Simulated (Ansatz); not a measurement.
Wanted: the native input for an Ansatz 0.2.0 run.

| Item | Value |
| --- | --- |
| Task | relaxation of cell and atoms |
| Functional | r2SCAN |
| Dispersion | rVV10 |
| Potentials or basis | Ansatz PAW |
| Cutoff | 500 eV (not typed: the program's choice for these potentials) |
| k mesh | 9 × 9 × 9 |
| Occupations | fermi-dirac, width 0.05 eV |
| Spin | no spin polarisation |

HCl:

```
Cl H
1.0
     0.00000    2.67500    2.85500
     2.51500    0.00000    2.85500
     2.51500    2.67500    0.00000
Cl H
1 1
Cartesian
  2.5150 2.6750 2.8550
  0.0000 0.0000 0.0000
```

The input as run:

input.yaml

```yaml
crystal:
  lattice:
    - [0.0, 2.675, 2.855]
    - [2.515, 0.0, 2.855]
    - [2.515, 2.675, 0.0]
  atoms:
    - { symbol: Cl, position: [0.5, 0.5, 0.5] }
    - { symbol: H, position: [0.0, 0.0, 0.0] }
hamiltonian:
  xc: r2scan
  pseudopotentials: { kind: paw }
  dispersion: rvv10
kpoints:
  mp_grid: { grid: [9, 9, 9] }
scf:
  occupations: { method: fermi_dirac, width: 0.05 }
output:
  forces: true
  stress: true
  eigenvalues: true
  write_density: true
  write_potential: true
  elf: true
  volumetric_format: npy
relax:
  f_tol: 0.01
  max_steps: 40
  cell: { stress_tol: 0.05 }
```

Potentials or basis: Ansatz PAW.

Run with:

```bash
$ ansatz run input.yaml --threads 2 --pin off --max-ram 5632MiB --backend cpu --events-out ev --progress --plain --runs-dir out
```

It gave:

* Relaxed volume: 17.75 Å³/atom
* Relaxed cell: a = 4.816 Å, b = 3.734 Å, c = 3.733 Å, α = 80.33°, β = 49.85°, γ = 49.82°
* Space group after relaxing (to 0.05 Å): I4/mmm (No. 139)
* Energy gained by relaxing: 1303.3 meV/atom
* Ionic steps: 20
* Pressure after relaxing: 0.0 GPa
* Band gap on the k mesh: 2.95 eV, indirect (least direct gap 3.32 eV)

Caveat: odd divisions of the mesh miss points on the zone boundary, where band edges often lie, so the gap on the mesh can be too wide; the plane-wave basis is chosen anew once the cell has moved, so the energies of steps on either side of that aren't comparable; the PAW data sets come from PBE, with cores solved anew for the run's functional, which leaves a small shift of forces and pressure.

It took 2.2 min on 2 threads of Arm Neoverse V1, with other jobs on the host, peak memory 0.55 GiB.
